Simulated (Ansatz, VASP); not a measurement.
**One calculation of Se, two programs**

```
Se
1.0
    -1.70345    1.70345    1.70345
     1.70345   -1.70345    1.70345
     1.70345    1.70345   -1.70345
Se
1
Cartesian
  0.0000 0.0000 0.0000
```

This isn't the form of Se at room conditions, which is trigonal, of chains.

Alike in both runs: task single point; functional PBE; dispersion D3(BJ); k mesh 20 × 20 × 20; occupations gaussian, width 0.15 eV; no spin polarisation.

```csv
,VASP,Ansatz
version,VASP 6.6.1,Ansatz 0.2.0
potentials or method,"VASP PAW PBE potentials, release 64 (Se)","scalar-relativistic, plane waves, PAW"
plane-wave cutoff (eV),520,420
valence electrons in the cell,6,16
```

|  | VASP | Ansatz | Ansatz less VASP |
| --- | --- | --- | --- |
| gap on the k mesh at the Fermi level (eV) | none | none | - |
| pressure (GPa) | -1.1 | -1.2 | -0.03 |

A gap of «none» marks a metal or a gap that the smearing closes. With one functional, cell and mesh, what is left measures potentials, basis and numerics. The two sets of potentials don't hold the same shells in valence.

Caveats: pairwise dispersion overbinds metals, which lowers pressure and volume.
